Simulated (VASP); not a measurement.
Crystal: AlAs.

```
CELL_PARAMETERS angstrom
0.00000 2.84088 2.84088
2.84088 0.00000 2.84088
2.84088 2.84088 0.00000
ATOMIC_POSITIONS crystal
Al 0.00000 0.00000 0.00000
As 0.25000 0.25000 0.25000
```

Base run:

- Program: VASP 6.6.1
- Functional: PBE
- Potentials or basis: VASP PAW PBE potentials, release 64 (Al, As)
- Cutoff: 520 eV
- k mesh: 6 × 6 × 6
- Occupations: gaussian, width 0.03 eV
- Spin: no spin polarisation

Its results: band gap on the k mesh 1.45 eV, indirect (least direct gap 1.97 eV); pressure 1.9 GPa.

The run is repeated on the same cell with these changes: functional from PBE to HSE06; further incar settings from ALGO = Fast; EDIFF = 1e-07 to ALGO = Normal; EDIFF = 1e-07. What comes out?

Band gap on the k mesh 2.12 eV, indirect (least direct gap 2.85 eV); pressure -0.2 GPa.

Caveats: the PAW data sets were made with another functional, which shifts forces and pressure a little (some runs).
